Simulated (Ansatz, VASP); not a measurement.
# Two plane-wave programs on Ca

```xyz
2
Lattice="4.0064 0.0000 0.0000 -2.0032 3.4696 0.0000 0.0000 0.0000 6.5632" Properties=species:S:1:pos:R:3 pbc="T T T"
Ca    2.0032    1.1565    4.9224
Ca    0.0000    2.3131    1.6408
```

Change from the starting cell: volume scaled by 1.02.

Alike in both runs: task single point; functional PBE; k mesh 8 × 8 × 4; occupations fermi-dirac, width 0.05 eV; no spin polarisation.

```csv
,VASP,Ansatz
version,VASP 6.6.1,Ansatz 0.2.0
potentials or method,"VASP PAW PBE potentials, release 64 (Ca_sv)",Ansatz PAW
plane-wave cutoff (eV),520,420
valence electrons in the cell,20,20
```

|  | VASP | Ansatz | Ansatz less VASP |
| --- | --- | --- | --- |
| gap on the k mesh at the Fermi level (eV) | none | none | - |
| pressure (GPa) | -1.1 | -1.1 | -0.01 |
| largest component of the traceless stress (GPa) | 0.14 | 0.14 | -0.001 |

A gap of «none» marks a metal or a gap that the smearing closes. The functional is the same, so the differences come from potentials, cutoffs and numerics.
